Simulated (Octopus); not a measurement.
# Ge (I4_1/amd) in Octopus: reference runs

Reference runs on Ge: the cell as given.

Everything below comes from runs of Octopus 16.4. Logs are shortened: lines on timing, memory, paths and dates and some standing lists are left out, and cuts for length are marked.

## (1) The crystal as given

It takes space group I4_1/amd (No. 141, tetragonal). Conventional cell: a = 5.149 Å, b = 5.149 Å, c = 2.795 Å, α = 90.00°, β = 90.00°, γ = 90.00°. Ge (site symmetry -4m2) has 6 Ge at 2.67 to 2.79 Å as nearest neighbours.

This isn't the form of Ge at room conditions, which is diamond.

## (2) Single point, PBEsol

File inp:

```
CalculationMode = gs
UnitsOutput = eV_Angstrom
PeriodicDimensions = 3
ExperimentalFeatures = yes
PseudopotentialSet = pseudodojo_pbesol
%LatticeParameters
 1*angstrom | 1*angstrom | 1*angstrom
%
%LatticeVectors
 -2.574489719 | 2.574489719 | 1.3974126432
 2.574489719 | -2.574489719 | 1.3974126432
 2.574489719 | 2.574489719 | -1.3974126432
%
%ReducedCoordinates
 "Ge" | 0.5 | 0.5 | 0
 "Ge" | 0.25 | 0.75 | 0.5
%
%Spacing
 0.13928002*angstrom | 0.13928002*angstrom | 0.13928002*angstrom
%
DerivativesOrder = 8
%KPointsGrid
 11 | 11 | 11
%
KPointsUseSymmetries = yes
XCFunctional = gga_x_pbe_sol + gga_c_pbe_sol
SmearingFunction = fermi_dirac
Smearing = 0.05*eV
ExtraStates = 6
Eigensolver = chebyshev_filter
ConvRelDens = 3e-7
MaximumIter = 120
```

Potentials or basis: pseudodojo_pbesol (PseudoDojo 0.4, PBEsol).

The run is started by

```console
OMP_NUM_THREADS=1 octopus > out.log
```

out.log:

```text
Running octopus

[... 13 lines left out ...]

Input: [AllElectronType = no]
Input: [PseudopotentialSet = pseudodojo_pbesol]
Reading Coordinates from ReducedCoordinates block

****************************** Species *******************************
  Species 'Ge'
    type             : pseudopotential
    file             : 'Ge.upf'
    file format      : UPF2
    valence charge   : 14.0
    atomic number    :  32
    form on file     : kleinman-bylander
    lmax             : 2
    llocal           : -1
    projectors per l : 2
    total projectors : 6
    application form : kleinman-bylander
    orbitals         :  9
    bound orbitals   :  9

**********************************************************************

***************************** Symmetries *****************************
Space group No.  141
International: I4_1/amd
Schoenflies: D4h^19
Info: The system has     8 symmorphic symmetries that can be used.
  Index                Rotation matrix                      Fractional translations
    1 :     1   0   0     0   1   0     0   0   1      0.000000    0.000000    0.000000
    2 :     0   1   0     1   0   0    -1  -1  -1      0.000000    0.000000    0.000000
    3 :     0  -1   0    -1   0   0     0   0  -1      0.000000    0.000000    0.000000
    4 :    -1   0   0     0  -1   0     1   1   1      0.000000    0.000000    0.000000
    5 :     0   0   1    -1  -1  -1     0   1   0      0.000000    0.000000    0.000000
    6 :    -1  -1  -1     0   0   1     1   0   0      0.000000    0.000000    0.000000
    7 :     1   1   1     0   0  -1     0  -1   0      0.000000    0.000000    0.000000
    8 :     0   0  -1     1   1   1    -1   0   0      0.000000    0.000000    0.000000
Info: The system also has     8 nonsymmorphic symmetries (not used for electrons).
    1 :     0   0  -1     1   1   1     0  -1   0     -0.250000    0.250000   -0.500000
    2 :     1   1   1     0   0  -1    -1   0   0     -0.250000    0.250000   -0.500000
    3 :    -1  -1  -1     0   0   1     0   1   0     -0.250000    0.250000   -0.500000
    4 :     0   0   1    -1  -1  -1     1   0   0     -0.250000    0.250000   -0.500000
    5 :    -1   0   0     0  -1   0     0   0  -1     -0.250000    0.250000   -0.500000
    6 :     0  -1   0    -1   0   0     1   1   1     -0.250000    0.250000   -0.500000
    7 :     0   1   0     1   0   0     0   0   1     -0.250000    0.250000   -0.500000
    8 :     1   0   0     0   1   0    -1  -1  -1     -0.250000    0.250000   -0.500000
**********************************************************************

Input: [CurvMethod = curv_affine]
Input: [DerivativesStencil = stencil_stargeneral]

****************************** Lattice *******************************
  Lattice Vectors [A]
   -2.574490    2.574490    1.397413
    2.574490   -2.574490    1.397413
    2.574490    2.574490   -1.397413
  Cell volume =            37.0482 [A^3]
  Reciprocal-Lattice Vectors [A^-1]
    0.000000    1.220278    2.248150
    1.220278    0.000000    2.248150
    1.220278    1.220278   -0.000000
  Cell angles [degree]
    alpha =   97.377
    beta  =   97.377
    gamma =  138.005
**********************************************************************

Checking if the generated full k-point grid is symmetric

   126 k-points generated from parameters :
 ---------------------------------------------------
    n =   11   11   11

    s1  =  0.50  0.50  0.50

   index |      weight  |             coordinates              |
       1 |     0.000751 |    0.000000    0.000000    0.000000  |
       2 |     0.006011 |    0.090909    0.000000    0.000000  |
       3 |     0.003005 |    0.000000    0.000000    0.090909  |
       4 |     0.006011 |    0.090909    0.090909    0.000000  |
[... 169 lines left out ...]
      Total grid size           = 21952 (      0.2 MiB )
Input: [FilterPotentials = filter_TS]
Info: Pseudopotential for Ge
  Radii for localized parts:
    local part     =  1.2 A
    non-local part =  1.3 A
    orbitals       =  5.9 A

Input: [RelativisticCorrection = non_relativistic]
[... 11 lines left out ...]
      Block       2 contains       4 states:       5 -       8
      Block       3 contains       4 states:       9 -      12
      Block       4 contains       4 states:      13 -      16
      Block       5 contains       4 states:      17 -      20
Info: Ground-state allocation done.
Info: Could not find 'restart/gs' directory for restart.
[... 18 lines left out ...]
** Warning:
**   Cannot do LCAO for all states because there are not enough atomic orbitals.
**   Required: 20. Available: 18. 2 orbitals will be randomized.

Info: Unnormalized total charge =     28.005895
Info: Renormalized total charge =     28.000000

** Warning:
**   Symmetrization discrepancy ratio (scalar) =  1.42552E-05

Info: Setting up Hamiltonian.
Info: Performing initial LCAO calculation with     18 orbitals.
Info: Getting Hamiltonian matrix elements.

Eigenvalues [eV]
 #st  Spin   Eigenvalue      Occupation
#k =       1, k = (  0.000000,  0.000000,  0.000000)
   1   --   -19.540768       2.000000
   2   --   -19.464622       2.000000
   3   --   -19.451778       2.000000
   4   --   -19.431579       2.000000
   5   --   -19.326725       2.000000
   6   --   -19.325822       2.000000
[... 10 lines left out ...]
  17   --    13.483336       2.000000
  18   --    13.487828       2.000000
#k =       2, k = (  0.090909,  0.000000,  0.000000)
   1   --   -19.148909       2.000000
   2   --   -19.064776       2.000000
   3   --   -18.926233       2.000000
   4   --   -18.889250       2.000000
   5   --   -18.658118       2.000000
   6   --   -18.582835       2.000000
[... 10 lines left out ...]
  17   --    13.681597       1.999994
  18   --    13.774845       1.999958
[... 124 further k-points ...]
Fermi energy =    14.313542 eV
Generating random wavefunctions for states       19 and above
Orthogonalizing wavefunctions.
Info: Ground-state restart information will be written to 'restart/gs'.
Info: SCF using complex wavefunctions.
Info: Starting SCF iteration.

** Warning:
**   Symmetrization discrepancy ratio (scalar) =  1.52585E-03

*********************** SCF CYCLE ITER #    1 ************************
 etot  = -4.84390318E+03 abs_ev   =  2.64E+02 rel_ev   =  6.73E-01
 ediff =        1.78E+02 abs_dens =  7.78E-01 rel_dens =  2.78E-02
Matrix vector products: 3150
Converged eigenvectors: 0

#  State  KPoint  Eigenvalue [eV]  Occupation    Error
      1       1      -19.550070    2.000000   ( 3.1E-04)
      1       2      -19.546250    2.000000   ( 3.6E-04)
      1       3      -19.545298    2.000000   ( 3.1E-04)
      1       8      -19.543273    2.000000   ( 2.8E-04)
      1       7      -19.540716    2.000000   ( 3.9E-04)
      1       4      -19.539195    2.000000   ( 4.1E-04)
      1       5      -19.537185    2.000000   ( 4.6E-04)
      1       9      -19.535193    2.000000   ( 3.5E-04)
[... 23 lines left out ...]
     20      94       22.675250    0.000000   ( 5.7E-02)
     20     119       22.965441    0.000000   ( 1.6E-01)
     20     106       23.263841    0.000000   ( 1.0E-01)
     20     112       23.442440    0.000000   ( 8.6E-02)
     20     124       23.895754    0.000000   ( 1.8E-01)
     20     126       24.282446    0.000000   ( 1.2E-01)
     20     122       24.406696    0.000000   ( 1.5E-01)
     20     118       24.603217    0.000000   ( 1.2E-01)

Density of states:

%---------------------------------------------------------------------
%---------------------------------------------------------------------
%---------------------------------------------------------------------
%---------------------------------------------------------------------
%---------------------------------------------------------------------
%---------------------------------------------------------------------
%---------------------------------------------------------------------
%---------------------------------------------------------------------
%---------------------------------------------------------------------
%---------------------------------------------------------------------
                                      ^

Fermi energy =     4.983807 eV

**********************************************************************

*********************** SCF CYCLE ITER #    2 ************************
 etot  = -4.84562274E+03 abs_ev   =  3.40E+00 rel_ev   =  8.60E-03
 ediff =        6.32E-02 abs_dens =  1.54E-01 rel_dens =  5.50E-03
Matrix vector products: 3150
Converged eigenvectors: 0
[... 139 lines left out ...]
*********************** SCF CYCLE ITER #   14 ************************
 etot  = -4.85430288E+03 abs_ev   =  9.50E-05 rel_ev   =  2.36E-07
 ediff =        4.58E-06 abs_dens =  4.21E-07 rel_dens =  1.50E-08
Matrix vector products: 3150
Converged eigenvectors: 450

#  State  KPoint  Eigenvalue [eV]  Occupation    Error
      1       1      -19.997056    2.000000   ( 2.4E-08)
      1       2      -19.993833    2.000000   ( 3.6E-08)
      1       3      -19.992651    2.000000   ( 2.4E-08)
      1       8      -19.991262    2.000000   ( 1.8E-08)
      1       7      -19.988422    2.000000   ( 1.9E-08)
      1       4      -19.987645    2.000000   ( 2.7E-08)
      1       5      -19.985541    2.000000   ( 2.8E-08)
      1       9      -19.984058    2.000000   ( 2.7E-08)
[... 23 lines left out ...]
     19     123       18.752719    0.000000   ( 1.2E-02)
     20      29       19.352955    0.000000   ( 2.2E-02)
     20     124       19.482024    0.000000   ( 2.0E-02)
     20     123       19.571401    0.000000   ( 1.7E-02)
     20     117       19.616440    0.000000   ( 1.2E-02)
     19     125       20.078086    0.000000   ( 2.1E-02)
     20     126       20.348019    0.000000   ( 4.7E-02)
     20     125       20.793218    0.000000   ( 2.0E-02)

Density of states:

%---------------------------------------------------------------------
%---------------------------------------------------------------------
%---------------------------------------------------------------------
%---------------------------------------------------------------------
%---------------------------------------------------------------------
%---------------------------------------------------------------------
%---------------------------------------------------------------------
%---------------------------------------------------------------------
%---------------------------------------------------------------------
%---------------------------------------------------------------------
                                          ^

Fermi energy =     4.772491 eV

**********************************************************************

Info: SCF converged in   14 iterations

** Warning:
**   Some of the states are not fully converged!

Info: Number of matrix-vector products:      44100
Info: Finished writing information to 'restart/gs'.

Octopus emitted 18 warnings.
```

Wall time 17 min (1 thread of Arm Neoverse V2, shared host); peak memory 3 GiB.

What came out:

```yaml
Free_energy: -4854.3109 eV
Band_gap_on_the_k_mesh: none (metal or under the smearing width)
```
